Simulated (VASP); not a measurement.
A run of VASP 6.6.1 is set up as follows.

The input INCAR:

```
SYSTEM = NaCl3
PREC     = Accurate       ! precision mode
ENCUT    = 600            ! plane-wave cutoff, eV
EDIFF    = 1E-7           ! SCF threshold, eV
ISMEAR   = 1              ! smearing method
SIGMA    = 0.1            ! smearing width, eV
LREAL    = .FALSE.        ! projectors in reciprocal space
LASPH    = .TRUE.         ! aspherical terms in the spheres
NELM     = 80             ! most SCF steps
ALGO     = Normal         ! electronic algorithm
ISIF     = 3              ! what is computed and relaxed
LWAVE    = .FALSE.        ! write WAVECAR
LCHARG   = .FALSE.        ! write CHGCAR
GGA      = PS             ! functional
IBRION   = 2              ! ionic algorithm
NSW      = 90             ! ionic steps
EDIFFG   = -0.005         ! ionic threshold
PSTRESS  = 600.0        
KPAR     = 2
```

KPOINTS

```
Automatic mesh
0
G
  8 8 8
  0 0 0
```

File POSCAR:

```
NaCl3                                   
1.0
    4.5629074828      0.0000000000     -0.0000000000
   -0.0000000000      4.5629074828     -0.0000000000
    0.0000000000      0.0000000000      4.5629074828
  Na              Cl            
     2     6
Direct
     0.5000000000000000    0.5000000000000000    0.5000000000000000
     0.0000000000000000    0.0000000000000000    0.0000000000000000
     0.5000000000000000    0.0000000000000000    0.7500000000000000
     0.0000000000000000    0.2500000000000000    0.5000000000000000
     0.7500000000000000    0.5000000000000000    0.0000000000000000
     0.5000000000000000    0.0000000000000000    0.2500000000000000
     0.0000000000000000    0.7500000000000000    0.5000000000000000
     0.2500000000000000    0.5000000000000000    0.0000000000000000
```

Potentials or basis: VASP PAW PBE potentials, release 64 (Na_pv, Cl).

The run is started by

```bash
$ cat potpaw_PBE.64/Na_pv/POTCAR potpaw_PBE.64/Cl/POTCAR > POTCAR
$ mpirun -np 2 vasp_std > vasp.out
```

Estimate the band gap on the k mesh.

none (metal or under the smearing width).

Final structure:
```cif
data_structure
_symmetry_space_group_name_H-M 'P 1'
_symmetry_Int_Tables_number 1
_cell_length_a 4.5629
_cell_length_b 4.5629
_cell_length_c 4.5629
_cell_angle_alpha 90.000
_cell_angle_beta 90.000
_cell_angle_gamma 90.000
_cell_volume 95.00
loop_
_atom_site_label
_atom_site_type_symbol
_atom_site_fract_x
_atom_site_fract_y
_atom_site_fract_z
_atom_site_occupancy
Na1 Na 0.50000 0.50000 0.50000 1
Na2 Na 0.00000 0.00000 0.00000 1
Cl1 Cl 0.50000 0.00000 0.75000 1
Cl2 Cl 0.00000 0.25000 0.50000 1
Cl3 Cl 0.75000 0.50000 0.00000 1
Cl4 Cl 0.50000 0.00000 0.25000 1
Cl5 Cl 0.00000 0.75000 0.50000 1
Cl6 Cl 0.25000 0.50000 0.00000 1
```

Caveat: the relaxation stopped at its first step, so nothing moved; the cell is relaxed towards a set pressure, so the enthalpy falls and the energy may rise.
